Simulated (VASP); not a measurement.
# W (Im-3m) in VASP: elastic constants with LDA

Aim: the elastic constants of W with LDA.

Program: VASP 6.6.1. These are calculated values, not measurements. Logs are shortened: lines on timing, memory, paths and dates and some standing lists are left out, and cuts for length are marked.

### 1 The structure

Symmetry: Im-3m, No. 229, cubic system. Conventional cell: a = 3.201 Å, b = 3.201 Å, c = 3.201 Å, α = 90.00°, β = 90.00°, γ = 90.00°. W (site symmetry m-3m) has 8 W at 2.77 Å as nearest neighbours.

### 2 Elastic constants, LDA

File POSCAR:

```
W
1.0
   -1.6007500000      1.6007500000      1.6007500000
    1.6007500000     -1.6007500000      1.6007500000
    1.6007500000      1.6007500000     -1.6007500000
W
1
Direct
    0.0000000000      0.0000000000      0.0000000000
```

File INCAR.step1:

```
  PREC = Accurate
  ENCUT = 600
  EDIFF = 1E-8
  ISMEAR = 0
  SIGMA = 0.1
  LREAL = F
  LASPH = T
  NELM = 100
  ALGO = Normal
  ISIF = 3
  LWAVE = F
  LCHARG = F
  GGA = CA
  IBRION = 2
  NSW = 40
  EDIFFG = -0.002
```

File INCAR.step2:

```
  PREC = Accurate
  ENCUT = 600
  EDIFF = 1E-8
  ISMEAR = 0
  SIGMA = 0.1
  LREAL = F
  LASPH = T
  NELM = 100
  ALGO = Normal
  ISIF = 3
  LWAVE = F
  LCHARG = F
  GGA = CA
  IBRION = 6
  NFREE = 2
  POTIM = 0.015
  NSW = 1
```

File KPOINTS:

```
Automatic mesh
0
Gamma
  8 8 8
```

Potentials or basis: VASP PAW LDA potentials, release 64 (W_sv).

Launch:

```bash
cat potpaw_LDA.64/W_sv/POTCAR > POTCAR
cp INCAR.step1 INCAR
mpirun -np 1 vasp_std > vasp.out
cp CONTCAR POSCAR
cp INCAR.step2 INCAR
mpirun -np 1 vasp_std > vasp.out
```

OUTCAR:

```text
PREC = Accurate
   ENCUT = 600
   EDIFF = 1E-8
   ISMEAR = 0
   LREAL = F
   LASPH = T
   NELM = 100
   ISIF = 3
   GGA = CA
   IBRION = 6
   NFREE = 2
   POTIM = 0.015
   NSW = 1

 ion  position               nearest neighbor table
   1  0.000  0.000  0.000-

  LATTYP: Found a body centered cubic cell.
 ALAT       =     3.1438972643

  Lattice vectors:

 A1 = (  -1.5719486322,   1.5719486322,   1.5719486322)
 A2 = (   1.5719486322,  -1.5719486322,   1.5719486322)
 A3 = (   1.5719486322,   1.5719486322,  -1.5719486322)

Analysis of symmetry for initial positions (statically):
=====================================================================
 Subroutine PRICEL returns:
 Original cell was already a primitive cell.

 Routine SETGRP: Setting up the symmetry group for a
 body centered cubic supercell.

 Subroutine GETGRP returns: Found 48 space group operations
 (whereof 48 operations were pure point group operations)
 out of a pool of 48 trial point group operations.

The static configuration has the point symmetry O_h .

Analysis of symmetry for dynamics (positions and initial velocities):
=====================================================================
 Subroutine PRICEL returns:
 Original cell was already a primitive cell.

 Routine SETGRP: Setting up the symmetry group for a
 body centered cubic supercell.

 Subroutine GETGRP returns: Found 48 space group operations
 (whereof 48 operations were pure point group operations)
 out of a pool of 48 trial point group operations.

The dynamic configuration has the point symmetry O_h .

 Subroutine INISYM returns: Found 48 space group operations
 (whereof 48 operations are pure point group operations),
 and found     1 'primitive' translations

----------------------------------------------------------------------------------------

                                     Primitive cell

  volume of cell :      15.5373

  direct lattice vectors                    reciprocal lattice vectors
    -1.571948632  1.571948632  1.571948632     0.000000000  0.318076551  0.318076551
     1.571948632 -1.571948632  1.571948632     0.318076551  0.000000000  0.318076551
     1.571948632  1.571948632 -1.571948632     0.318076551  0.318076551  0.000000000

  length of vectors
     2.722694898  2.722694898  2.722694898     0.449828173  0.449828173  0.449828173

  position of ions in fractional coordinates (direct lattice)
     0.000000000  0.000000000  0.000000000

  ion indices of the primitive-cell ions
   primitive index   ion index
                 1           1

----------------------------------------------------------------------------------------

 KPOINTS: Automatic mesh

Automatic generation of k-mesh.
 Grid dimensions read from file:
 generate k-points for:    8    8    8

 Generating k-lattice:

  Cartesian coordinates                     Fractional coordinates (reciprocal lattice)
     0.000000000  0.039759569  0.039759569     0.125000000  0.000000000  0.000000000
     0.039759569  0.000000000  0.039759569     0.000000000  0.125000000  0.000000000
     0.039759569  0.039759569  0.000000000     0.000000000  0.000000000  0.125000000

  Length of vectors
     0.056228522  0.056228522  0.056228522

  Shift w.r.t. Gamma in fractional coordinates (k-lattice)
     0.000000000  0.000000000  0.000000000
[... 92 lines left out ...]

 number of electron      14.0000000 magnetization

 Free energy of the ion-electron system (eV)
  ---------------------------------------------------
  ext. energy  EPLUGINS =         0.00000000
  ---------------------------------------------------
  free energy    TOTEN  =       -14.10238025 eV

  energy without entropy =      -14.10237811  energy(sigma->0) =      -14.10237918

------------------------ aborting loop because EDIFF is reached ----------------------------------------

  FORCE on cell =-STRESS in cart. coord.  units (eV):
  Direction    XX          YY          ZZ          XY          YZ          ZX
  --------------------------------------------------------------------------------------
  -------------------------------------------------------------------------------------
  Total       -0.0006323     -0.0006323     -0.0006323     -0.0000000     -0.0000000      0.0000000
  in kB       -0.0651981     -0.0651981     -0.0651981     -0.0000000     -0.0000000      0.0000000
  external PRESSURE =      -0.0651981 kB  Pullay stress =       0.0000000 kB
[... 86 lines left out ...]
  FREE ENERGIE OF THE ION-ELECTRON SYSTEM (eV)
  ---------------------------------------------------
  free  energy   TOTEN  =       -14.0951182571 eV

  energy  without entropy=      -14.0950498162  energy(sigma->0) =      -14.09508404

[... ionic steps 4 to 12 ...]

--------------------------------------- Ionic step       13  -------------------------------------------

 number of electron      14.0000000 magnetization

------------------------ aborting loop because EDIFF is reached ----------------------------------------
[... 65 lines left out ...]
--------------------------------------- Ionic step       15  -------------------------------------------

 number of electron      14.0000000 magnetization

 Free energy of the ion-electron system (eV)
  ---------------------------------------------------
  ext. energy  EPLUGINS =         0.00000000
  ---------------------------------------------------
  free energy    TOTEN  =       -14.10238011 eV

  energy without entropy =      -14.10237798  energy(sigma->0) =      -14.10237904

 E-fermi :  11.3538     XC(G=0): -13.9433

 val. band max:       11.0633256472   @ k =  -0.3750   0.3750   0.2500
 cond. band min:      11.6336847746   @ k =  -0.2500   0.2500   0.1250
 fundamental gap:      0.5703591274
 Fermi energy:        11.3538038187

 k-point     1 :       0.0000    0.0000    0.0000
  band No.  band energies     occupation
      1     -62.1171      2.00000
      2     -25.8929      2.00000
      3     -25.8929      2.00000
      4     -25.8929      2.00000
      5       1.9597      2.00000
      6      10.3164      2.00000
      7      10.3164      2.00000
      8      10.3164      2.00000
      9      13.8416      0.00000
     10      13.8416      0.00000
     11      26.2336      0.00000
[... 309 lines left out ...]
 k-point    24 :      -0.3750    0.3750    0.2500
  band No.  band energies     occupation
      1     -61.9295      2.00000
      2     -26.9380      2.00000
      3     -26.5447      2.00000
      4     -26.4158      2.00000
      5       7.0033      2.00000
      6       7.6910      2.00000
      7      11.0633      1.99996
      8      11.8803      0.00000
      9      15.4181      0.00000
     10      16.1499      0.00000
     11      25.6526      0.00000

 [... further k-points ...]
[... 5 lines left out ...]
  --------------------------------------------------------------------------------------
  -------------------------------------------------------------------------------------
  Total       -0.0003239     -0.0003239     -0.0003239     -0.0000000     -0.0000000     -0.0000000
  in kB       -0.0333973     -0.0333973     -0.0333973     -0.0000000     -0.0000000     -0.0000000
  external PRESSURE =      -0.0333973 kB  Pullay stress =       0.0000000 kB
[... 16 lines left out ...]
  FREE ENERGIE OF THE ION-ELECTRON SYSTEM (eV)
  ---------------------------------------------------
  free  energy   TOTEN  =       -14.1023801133 eV

  energy  without entropy=      -14.1023779752  energy(sigma->0) =      -14.10237904

 INTERNAL STRAIN TENSORS FROM STRAINED CELLS
 ============================================

 INTERNAL STRAIN TENSOR FOR ION    1 for displacements in x,y,z  (eV/Angst):
          X           Y           Z          XY          YZ          ZX
  --------------------------------------------------------------------------------
  x     0.00000     0.00000    -0.00000    -0.00000     0.00000     0.00000
  y     0.00000     0.00000     0.00000     0.00000    -0.00000     0.00000
  z    -0.00000    -0.00000    -0.00000    -0.00000    -0.00000    -0.00000

 INTERNAL STRAIN TENSORS FROM DISPLACED ATOMS
 ============================================

 INTERNAL STRAIN TENSOR FOR ION    1 for displacements in x,y,z  (eV/Angst):
          X           Y           Z          XY          YZ          ZX
  --------------------------------------------------------------------------------
  x     0.00000     0.00000     0.00000     0.00000     0.00000     0.00000
  y     0.00000     0.00000     0.00000     0.00000     0.00000     0.00000
  z     0.00000     0.00000     0.00000     0.00000     0.00000     0.00000

 Eigenvectors and eigenvalues of the dynamical matrix
 ----------------------------------------------------

   1 f/i=    0.000000 THz     0.000000 2PiTHz    0.000000 cm-1     0.000000 meV
             X         Y         Z           dx          dy          dz
      0.000000  0.000000  0.000000     0.998314   -0.058042    0.000000

   2 f/i=    0.000000 THz     0.000000 2PiTHz    0.000000 cm-1     0.000000 meV
             X         Y         Z           dx          dy          dz
      0.000000  0.000000  0.000000    -0.058042   -0.998314    0.000000

   3 f/i=    0.000000 THz     0.000000 2PiTHz    0.000000 cm-1     0.000000 meV
             X         Y         Z           dx          dy          dz
      0.000000  0.000000  0.000000     0.000000    0.000000    1.000000

--------------------------------------------------------------------------------------------------------

 ELASTIC MODULI CONTR FROM IONIC RELAXATION (kBar)
 Direction    XX          YY          ZZ          XY          YZ          ZX
 --------------------------------------------------------------------------------
 XX           0.0000      0.0000      0.0000      0.0000      0.0000      0.0000
 YY           0.0000      0.0000      0.0000      0.0000      0.0000      0.0000
 ZZ           0.0000      0.0000      0.0000      0.0000      0.0000      0.0000
 XY           0.0000      0.0000      0.0000      0.0000      0.0000      0.0000
 YZ           0.0000      0.0000      0.0000      0.0000      0.0000      0.0000
 ZX           0.0000      0.0000      0.0000      0.0000      0.0000      0.0000
 --------------------------------------------------------------------------------

 TOTAL ELASTIC MODULI (kBar)
 Direction    XX          YY          ZZ          XY          YZ          ZX
 --------------------------------------------------------------------------------
 XX        6423.0871   1911.4150   1911.4150      0.0000     -0.0000      0.0000
 YY        1911.4150   6423.0871   1911.4150     -0.0000     -0.0000      0.0000
 ZZ        1911.4150   1911.4150   6423.0871      0.0000     -0.0000     -0.0000
 XY           0.0000     -0.0000      0.0000   1731.8498      0.0000      0.0000
 YZ          -0.0000     -0.0000     -0.0000      0.0000   1731.8498      0.0000
 ZX           0.0000      0.0000     -0.0000      0.0000      0.0000   1731.8498
 --------------------------------------------------------------------------------
```

Run time: 2.5 min. Hardware: 1 thread of Intel Xeon Platinum 8488C (Sapphire Rapids), shared host; peak memory 0.18 GiB.

Results:

| Property | Result |
| --- | --- |
| Relaxed volume | 15.54 Å³/atom |
| Relaxed cell | a = 2.723 Å, b = 2.723 Å, c = 2.723 Å, α = 109.47°, β = 109.47°, γ = 109.47° |
| Space group after relaxing (to 0.05 Å) | Im-3m (No. 229) |
| Elastic constants C11, C12, C44 | 642, 191, 173 GPa |
| Voigt bulk modulus | 342 GPa |

Step by step:
| step | energy change (eV) | largest force (eV/Å) | pressure (GPa) | volume (Å³) |
| --- | --- | --- | --- | --- |
| 1 | 0.0000 | 0.0000 | -16.52 | 16.41 |
| 2 | 0.7305 | 0.0000 | 104.11 | 12.71 |
| 3 | -0.0466 | 0.0000 | -1.82 | 15.62 |
| 4 | -0.0470 | 0.0000 | -0.41 | 15.56 |
| 5 | -0.0470 | 0.0000 | 0.01 | 15.54 |

Final structure:
```
W
1.0
    -1.57195    1.57195    1.57195
     1.57195   -1.57195    1.57195
     1.57195    1.57195   -1.57195
W
1
Direct
  0.00000 0.00000 0.00000
```

Elastic tensor in Voigt notation (GPa, in the Cartesian axes of the cell as first typed):
```
642 191 191   0   0   0
191 642 191   0   0   0
191 191 642   0   0   0
  0   0   0 173   0   0
  0   0   0   0 173   0
  0   0   0   0   0 173
```

Clamped-ion elastic tensor (GPa):
```
642 191 191   0   0   0
191 642 191   0   0   0
191 191 642   0   0   0
  0   0   0 173   0   0
  0   0   0   0 173   0
  0   0   0   0   0 173
```
